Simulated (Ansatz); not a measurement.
**Ionic part of the dielectric constant of MgO at 5 GPa, mode by mode**

Computed with Ansatz 0.2.0, DFT PBE, scalar-relativistic, plane waves, PAW. Plane waves to 420 eV; Γ-centred k mesh 6×6×6; fixed occupations. No spin polarisation. Phonons by linear response, acoustic sum rule imposed.

The structure is hexagonal, space group P6_3/mmc (No. 194). Conventional cell: a = 3.476 Å, b = 3.476 Å, c = 4.190 Å, α = 90.00°, β = 90.00°, γ = 120.00°. Mg (site symmetry -6m2) is surrounded by 5 O at 2.01 to 2.09 Å. O (site symmetry -6m2) has 5 Mg at 2.01 to 2.09 Å as nearest neighbours.

The primitive cell has V = 43.83 Å³ and ε∞,zz = 3.023. Each polar mode adds Δε = (4.92064×10⁷/V)·S/ν² along z, with S its oscillator strength in e²/amu, ν in cm⁻¹ and V in Å³.

Question: From these modes, find each Δε and ε0,zz.
```json
{"ν (cm⁻¹)": "376.6", "S_zz (e²/amu)": "0.8435"}
```

Answer:
```tsv
ν (cm⁻¹)	Δε
376.6	6.68
```

The sum is 6.676, so ε0,zz = 9.70; the run's tensor has 9.70.

Question: Where do the longitudinal modes lie for a wave vector along z?

Answer: At 675 cm⁻¹. The Lyddane–Sachs–Teller product Π(ν_LO/ν_TO)² = 3.21 matches ε0/ε∞ = 3.21.

This form isn't the usual stable structure of the compound at low pressure.

Cost: 1 run of about 1 core-minutes, on Intel Xeon Platinum 8488C (Sapphire Rapids) (shared hosts).